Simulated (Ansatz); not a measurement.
# NaCl: the cost of one run

Program: Ansatz 0.2.0. Level of theory: DFT PBE, scalar-relativistic, plane waves, PAW. These are calculated values, not measurements.

2 further runs of the same task are left out: 1 that didn't finish, 1 set aside as unsound or not needed.

**1. Starting point**

It takes space group Fm-3m (No. 225, cubic). Conventional cell: a = 6.312 Å, b = 6.312 Å, c = 6.312 Å, α = 90.00°, β = 90.00°, γ = 90.00°. K (site symmetry m-3m) has 6 Cl at 3.16 Å as nearest neighbours. Cl (site symmetry m-3m) has 6 K at 3.16 Å as nearest neighbours.

As a file:

```
K Cl
1.0
     0.00000    3.15610    3.15610
     3.15610    0.00000    3.15610
     3.15610    3.15610    0.00000
K Cl
1 1
Direct
  0.00000 0.00000 0.00000
  0.50000 0.50000 0.50000
```

The structure comes from the Crystallography Open Database.

**2. One element swapped, cell strained: K → Na, first probe**

The change: Na takes all sites of K, and lengths are scaled by 0.927 as a first guess of the size; strain xx, yy, zz, yz, xz, xy = +1.7, +1.7, +1.7, +0.0, +0.0, +0.0 %.

input.yaml reads:

```yaml
crystal:
  lattice:
    - [0.0, 2.975833088, 2.975833088]
    - [2.975833088, 0.0, 2.975833088]
    - [2.975833088, 2.975833088, 0.0]
  atoms:
    - { symbol: Na, position: [0.0, 0.0, 0.0] }
    - { symbol: Cl, position: [0.5, 0.5, 0.5] }
basis:
  ecutwfc: 420
kpoints:
  mp_grid: { grid: [6, 6, 6] }
hamiltonian:
  xc: pbe
scf:
  occupations: { method: gaussian, width: 0.1 }
output:
  forces: true
  stress: true
  eigenvalues: true
```

Command:

```console
$ ansatz run input.yaml --threads 1 --pin off --max-ram 1331MiB --backend cpu --events-out ev --progress --plain --runs-dir out
```

What time and memory should one allow on 1 thread of an x86-64 CPU, shared host?

About 1.1 s, with a peak of 0.41 GiB.
